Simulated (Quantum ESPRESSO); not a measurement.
# SiC (Moissanite): phonon spectrum and thermodynamics under several settings

```
Si C
1.0
     3.07600    0.00000    0.00000
    -1.53800    2.66389    0.00000
     0.00000    0.00000    5.04800
Si C
2 2
Direct
  0.66667 0.33333 0.50000
  0.33333 0.66667 0.00000
  0.66667 0.33333 0.88500
  0.33333 0.66667 0.38500
```

All runs used Quantum ESPRESSO 7.5; k mesh 4 × 4 × 2, shifted; relaxed cell; no spin polarisation; cutoff 1116 eV; occupations smeared at first, fixed for the response; q mesh 2 × 2 × 2.

| level | potentials | volume (Å³/atom) | highest frequency (cm⁻¹) | zero-point energy (meV/atom) | entropy at room temperature (k_B/atom) |
| --- | --- | --- | --- | --- | --- |
| PBE | PseudoDojo 0.4.1 SR PBE standard | ? | ? | ? | ? |
| PBEsol | PseudoDojo 0.4.1 SR PBEsol standard | 10.34 | 945 | 109.2 | 1.04 |

What stands in the row left open?

Volume 10.50 Å³/atom; highest frequency 933 cm⁻¹; zero-point energy 107.2 meV/atom; entropy at room temperature 1.06 k_B/atom.

Caveats: all runs use coarse meshes.

For the row left open. Caveat: the k mesh is coarse (spacing up to 0.62 Å⁻¹), so the values aren't converged.
